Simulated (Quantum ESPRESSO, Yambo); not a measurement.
# A GW chain in Yambo: BeTe (F-43m), part 2 of 3

How does a plane-wave GW calculation on BeTe (F-43m) run from the first input to the gap?

Quantum ESPRESSO 7.5 and Yambo 5.3.0; PBE and many-body steps on it, plane waves. Known limits of the many-body steps: not at the basis limit; no spin-orbit coupling; coarse k mesh.

So far. Step 2 (Ground state): The gap is indirect, with the least direct gap 1.62 eV higher. Step 3 (Bands along the symmetry lines): The gap is 2.027 eV, as in the run before at this level.

### 4. Empty states on the mesh, 4×4×4 mesh, 117 bands

Level of this step: DFT, PBE, plane waves, norm-conserving pseudopotentials (Quantum ESPRESSO).

The sums over transitions need many empty states on a uniform mesh; this step solves for them.

File pw.in:

```
&control
  calculation = 'nscf'
  prefix = 'x'
  outdir = 'o'
  pseudo_dir = 'pseudo'
/
&system
  ibrav = 0
  nat = 2
  ntyp = 2
  ecutwfc = 88.0
  nbnd = 117
  force_symmorphic = .true.
/
&electrons
  conv_thr = 1e-9
  electron_maxstep = 80
  diago_full_acc = .true.
  diago_thr_init = 5e-6
/
ATOMIC_SPECIES
  Be 9.012 Be.upf
  Te 127.6 Te.upf
CELL_PARAMETERS angstrom
  -0.0000000000 2.8314587876 2.8314587876
  2.8314587876 0.0000000000 2.8314587876
  2.8314587876 2.8314587876 0.0000000000
ATOMIC_POSITIONS crystal
  Be 0.0000000000 0.0000000000 0.0000000000
  Te 0.7500000000 0.7500000000 0.7500000000
K_POINTS automatic
  4 4 4 0 0 0
```

Started as:

```console
$ OMP_NUM_THREADS=1 mpirun -n 4 pw.x -nk 4 -in pw.in > pw.out
```

The program printed:

```text
[banner, memory and clock lines left out]
Program PWSCF v.7.5 starts

     Atomic positions and unit cell read from directory:
     o/x.save/

     Message from routine setup:
     using ibrav=0 with symmetry is DISCOURAGED, use correct ibrav instead

     G-vector sticks info

     bravais-lattice index     =            0
     lattice parameter (alat)  =       7.5670  a.u.
     unit-cell volume          =     306.3778 (a.u.)^3
     number of atoms/cell      =            2
     number of atomic types    =            2
     number of electrons       =        28.00
     number of Kohn-Sham states=          117
     kinetic-energy cutoff     =      88.0000  Ry
     charge density cutoff     =     352.0000  Ry
     Exchange-correlation= PBE
                           (   1   4   3   4   0   0   0)

     celldm(1)=   7.567007  celldm(2)=   0.000000  celldm(3)=   0.000000
     celldm(4)=   0.000000  celldm(5)=   0.000000  celldm(6)=   0.000000

     crystal axes: (cart. coord. in units of alat)
               a(1) = (  -0.000000   0.707107   0.707107 )
               a(2) = (   0.707107   0.000000   0.707107 )
               a(3) = (   0.707107   0.707107   0.000000 )

     reciprocal axes: (cart. coord. in units 2 pi/alat)
               b(1) = ( -0.707107  0.707107  0.707107 )
               b(2) = (  0.707107 -0.707107  0.707107 )
               b(3) = (  0.707107  0.707107 -0.707107 )
     Pseudo is Norm-conserving, Zval =  4.0
     Generated using ONCVPSP code by D. R. Hamann
     Using radial grid of 1358 points,  4 beta functions with:
     Pseudo is Norm-conserving + core correction, Zval = 24.0
     Generated using ONCVPSP code by D. R. Hamann
     Using radial grid of 1294 points,  8 beta functions with:
     Be                4.00     9.01200     Be( 1.00)
     Te               24.00   127.60000     Te( 1.00)

     24 Sym. Ops. (no inversion) found

   Cartesian axes

     site n.     atom                  positions (alat units)
         1        Be     tau(   1) = (   0.0000000   0.0000000   0.0000000  )
         2        Te     tau(   2) = (   1.0606602   1.0606602   1.0606602  )

     number of k points=     8
                       cart. coord. in units 2pi/alat
        k(    1) = (   0.0000000   0.0000000   0.0000000), wk =   0.0312500
        k(    2) = (   0.1767767   0.1767767  -0.1767767), wk =   0.2500000
        k(    3) = (  -0.3535534  -0.3535534   0.3535534), wk =   0.1250000
[...]
k(    7) = (  -0.7071068   0.0000000   0.0000000), wk =   0.0937500
        k(    8) = (  -0.7071068   0.3535534   0.0000000), wk =   0.1875000

     Dense  grid:    34327 G-vectors     FFT dimensions: (  45,  45,  45)

     The potential is recalculated from file :
     o/x.save/charge-density

     Starting wfcs are   15 randomized atomic wfcs +  102 random wfcs

     Band Structure Calculation

     End of band structure calculation

          k = 0.0000 0.0000 0.0000 (  4279 PWs)   bands (ev):

  -150.4588-100.4840-100.4840-100.4840 -91.9314 -27.7629 -27.7629 -27.7629
   -27.7508 -27.7508  -3.7514   8.4384   8.4384   8.4384  12.0832  12.0832
    12.0832  12.1482  16.7384  18.8475  18.8475  19.7142  19.7142  19.7142
    23.5682  31.5699  31.5699  31.5699  32.1122  32.1122  32.1122  35.7089
[...]
[... 3 further rows ...]
[...]
94.6696  94.6696  95.1084  95.1085  95.1087

          k = 0.1768 0.1768-0.1768 (  4272 PWs)   bands (ev):

  -150.4588-100.4840-100.4840-100.4840 -91.9314 -27.7615 -27.7611 -27.7611
[...]
[... 3 further rows ...]
[...]
94.9931  94.9931  97.0381  97.3202  97.3202

          k =-0.3536-0.3536 0.3536 (  4314 PWs)   bands (ev):

  -150.4589-100.4840-100.4840-100.4840 -91.9314 -27.7616 -27.7603 -27.7603
[...]
68.2968  68.2968  68.9724  68.9724  69.4415  70.2113  70.5064  71.4710
     [... 3 further rows ...]
    90.8928  91.5539  93.4845  93.5690  94.4187  94.4187  95.0532  95.6711
    95.6711  95.9474  95.9474  97.3662  97.3662

          k = 0.3536 0.0000 0.0000 (  4256 PWs)   bands (ev):

     [... further k-points ...]

     highest occupied, lowest unoccupied level (ev):     8.4384   10.4653

     XML data file, pseudopotentials, collected wavefunctions
```

Wall time 10 s (4 MPI ranks of Arm Neoverse V1, shared host); peak memory 0.37 GiB.

Numbers from this step:

* gap: 2.027 eV
* k of the valence top: 0, 0, 0
* k of the conduction bottom: 0, -0.5, -0.5
* least direct gap: 3.645 eV
* k points computed: 8
* lowest point of the top converged band, above the valence top: 86.6703 eV

On this mesh the gap is 2.027 eV.

### 5. Conversion and set-up

This step: Yambo 5.3.0; conversion and set-up on PBE, plane waves, norm-conserving pseudopotentials.

The states are converted to the many-body program's format and the q mesh is built.

Started as:

```console
$ (cd o/x.save; p2y > p2y.log; mv SAVE ../..); yambo > setup.log
```

The program printed:

```text
 Yambo, version 5.3.0

 [02] CORE Variables Setup
 =========================

  [02.01] Unit cells
  ==================

  Cell kind             :  FCC
  Atoms in the cell     :  Be  Te
  number of Be atoms    :  1
  number of Te atoms    :  1

  List of atomic masses
  Mass of Be    :  9.012000
  Mass of Te    :  127.6000

  List of atomic coordinates    : [cc]
  Be1       :  0.000000  0.000000  0.000000  order 1
  Te1       :  8.026022  8.026022  8.026022  order 2

  Alat factors          :  5.350682  5.350682  5.350682 [a.u.]
  Direct lattice volume :  306.3778 [a.u.]
  Direct lattice vectors:  A[ 1 ]  A[ 2 ]  A[ 3 ]
   A[ 1 ]: -0.000000  1.000000  1.000000  [iru]
  -0.000000  5.350682  5.350682  [cc]
   A[ 2 ]:  1.000000  0.000000  1.000000  [iru]
   5.350682  0.000000  5.350682  [cc]
   A[ 3 ]:  1.000000  1.000000  0.000000  [iru]
   5.350682  5.350682  0.000000  [cc]

  Recip. lattice volume :  0.809622 [a.u.]
  Recip. lattice vectors:  B[ 1 ]  B[ 2 ]  B[ 3 ]
   B[ 1 ]: -0.500000  0.500000  0.500000  [iku]
  -0.587139  0.587139  0.587139  [cc]
   B[ 2 ]:  0.500000 -0.500000  0.500000  [iku]
   0.587139 -0.587139  0.587139  [cc]
   B[ 3 ]:  0.500000  0.500000 -0.500000  [iku]
   0.587139  0.587139 -0.587139  [cc]

  [02.02] Symmetries
  ==================

  Inversion symmetry    : yes
  Spatial inversion     : no
  Inversion index       :  25
  K-space Time-reversal : yes
  Magnetic symmetries   : no
  Time-reversal derived K-space symmetries:   25   48
  Group table correct   : yes
  Symmetries units      :  [cc]

   [S  1]:   1.0000      0.11739E-16  0.11739E-16  0.11739E-16   1.0000     -0.11739E-16 -0.11739E-16 -0.11739E-16   1.0000
   [S  2]:  -1.0000     -0.11739E-16  0.11739E-16 -0.11739E-16  -1.0000     -0.11739E-16  0.11739E-16  0.11739E-16   1.0000
   [S  3]:  -1.0000      0.11739E-16 -0.11739E-16 -0.11739E-16   1.0000      0.11739E-16  0.11739E-16 -0.11739E-16  -1.0000
[...]
[S  9]:  0.11739E-16   1.0000      0.11739E-16 -0.11739E-16  0.11739E-16   1.0000       1.0000     -0.11739E-16 -0.11739E-16
   [S 10]:  0.11739E-16  -1.0000     -0.11739E-16 -0.11739E-16 -0.11739E-16  -1.0000       1.0000      0.11739E-16  0.11739E-16
     [... 36 further rows ...]
   [S*47]:   1.0000      0.11739E-16 -0.11739E-16  0.11739E-16 -0.11739E-16  -1.0000     -0.11739E-16   1.0000      0.11739E-16
   [S*48]:   1.0000     -0.11739E-16  0.11739E-16  0.11739E-16  0.11739E-16   1.0000     -0.11739E-16  -1.0000     -0.11739E-16

  [02.03] Reciprocal space
  ========================

  nG shells         :   342
  nG charge         :   34327
  nG WFs            :   5183
  nC WFs            :   4314
  G-vecs. in first 34 shells:  [ Number ]
     1    9   15   27   51   59   65   89  113
    137   169   181   229   259   283   307   331   339
    387   411   459   531   537   561   609   645   701
    725   749   821   869   893   941   965
  ...
[...]
K/Q-points units:
  rlu = crystal or reduced units; cc = cartesian coordinates; iku = interal k-units

  K [1]          [rlu]:  0.000000  0.000000  0.000000
         WF components:   4279
  K [2]          [rlu]:  0.73781E-17  0.73781E-17  0.25000
         WF components:   4272
  K [3]          [rlu]: -0.14756E-16 -0.14756E-16 -0.50000
         WF components:   4314
  K [4]          [rlu]:  0.45585E-17  0.25000      0.25000
         WF components:   4256
  K [5]          [rlu]:  0.97405E-17  0.25000     -0.50000
         WF components:   4267
  [... 2 further k-points ...]
  K [8]          [rlu]:  0.250000 -0.500000 -0.250000
         WF components:   4284

  [02.05] Energies & Occupations
  ==============================

  [X] === General ===
  [X] Electronic Temperature                        :  0.000000  0.000000 [eV K]
  [X] Bosonic    Temperature                        :  0.000000  0.000000 [eV K]
  [X] Finite Temperature mode                       : no
  [X] El. density                                   :  0.61673E+24 [cm-3]
  [X] Fermi Level                                   :  8.438418 [eV]

  [X] === Gaps and Widths ===
  [X] Conduction Band Min                           :  2.026900 [eV]
  [X] Valence Band Max                              :  0.000000 [eV]
  [X] Filled Bands                                  :  14
  [X] Empty Bands                                   :   15  117
  [X] Direct Gap                                    :  3.644779 [eV]
  [X] Direct Gap localized at k                     :  1
  [X] Indirect Gap                                  :  2.026900 [eV]
  [X] Indirect Gap between kpts                     :   1   7
  [X] Last valence band width                       :  3.120670 [eV]
  [X] 1st conduction band width                     :  3.269928 [eV]

  E @ K [1]:  [eV]
  -158.8972 -108.9224 -108.9224 -108.9224 -100.3698  -36.2013  -36.2013  -36.2013
   -36.189      -36.189      -12.190     -0.10430E-08 -0.13795E-09   0.0000       3.6448       3.6448
    3.64478   3.70977   8.30000  10.40909  10.40909  11.27577  11.27577  11.27577
[...]
occ @ K [1]
[...]
E @ K [2]:  [eV]
[...]
occ @ K [2]
[...]
E @ K [3]:  [eV]
[...]
occ @ K [3]
[...]
E @ K [4]:  [eV]
[...]
occ @ K [4]
[...]
E @ K [5]:  [eV]
[...]
occ @ K [5]
[...]
[... 2 further k-points ...]
  E @ K [8]:  [eV]
[...]
occ @ K [8]
[...]
0.000000  0.000000  0.000000  0.000000  0.000000  0.000000  0.000000  0.000000
   0.000000  0.000000  0.000000  0.000000  0.000000  0.000000  0.000000  0.000000

 [03] Transferred momenta grid and indexing
 ==========================================

 IBZ Q-points                                      :   8
 BZ  Q-points                                      :   64

 K/Q-points units:
 rlu = crystal or reduced units; cc = cartesian coordinates; iku = interal k-units

 Q [1]          [rlu]:  0.000000  0.000000  0.000000
 Q [2]          [rlu]:  0.54651E-16  0.26895E-16  0.25000
 Q [3]          [rlu]: -0.10930E-15 -0.53790E-16 -0.50000
[...]
Q [7]          [rlu]: -0.91171E-17 -0.50000     -0.50000
 Q [8]          [rlu]:  0.250000 -0.500000 -0.250000

  [03.01] X indexes
  =================

   [03.01.01] Sigma indexes
   ========================

 [06] Game Over & Game summary
```

It took 2.7 s on 1 MPI rank; peak memory 0.25 GiB.

[end of part 2 of 3]

[Paths, hosts, dates, memory and timing lines, banners, echoed tables and standing remarks are left out of the program output.]

[Logs are printed without paths, hosts, clocks, repeated set-up lines and the standing remarks that a program may print on its own settings, such as how far it seeks lower states.]

[Runs of the session that timed out or met a known fault of the program may be left out.]

[Hosts, paths, dates, database ids (printed as entryN), source tags and the programs' standing remarks are cut or masked in the printed files.]
